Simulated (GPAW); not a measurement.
## Se in GPAW: the effect of target pressure

Se:

```xyz
3
Lattice="4.3662 0.0000 0.0000 -2.1831 3.7812 0.0000 0.0000 0.0000 4.9536" Properties=species:S:1:pos:R:3 pbc="T T T"
Se    1.6910    2.9289    0.0000
Se   -0.4921    0.8523    3.3024
Se    0.9841    0.0000    1.6512
```

Alike in all runs:

| Property | Result |
| --- | --- |
| Program | GPAW 26.7.0 |
| Task | relaxation of cell and atoms |
| Functional | PBEsol |
| Potentials or basis | PAW data sets generated in the run's folder for this functional |
| Cutoff | 600 eV |
| Basis | pw |
| k mesh | 6 × 6 × 5 |
| Occupations | fermi-dirac, width 0.05 eV |
| Spin | no spin polarisation |

Each run relaxes the cell or the atoms first.

```csv
target pressure,target pressure,relaxed volume (Å³/atom),gap on the mesh (eV)
0 GPa,-,24.04,0.88
2 GPa,2 GPa,22.55,0.81
5 GPa,5 GPa,?,?
10 GPa,10 GPa,19.82,0.68
20 GPa,20 GPa,18.20,none
30 GPa,30 GPa,16.69,none
```

**Question.** What does the run with target pressure 5 GPa give?

**Answer.** Relaxed volume 21.20 Å³/atom; gap on the mesh 0.77 eV.

Worked out: A parabola through the other rows of the relaxed volume, of slope -0.357 Å³/atom per GPa there, gives 21.73 Å³/atom, against the run's 21.20.

Caveats: later steps reuse the first step's grids; the volume moved by over 15 % at a fixed basis, so the end points are rough (some runs); an odd mesh through Γ misses points on the zone boundary, where band edges often lie (some runs).

A gap of «none» marks a metal or a gap under the smearing width.

Runs at the PBE level aren't shown here.
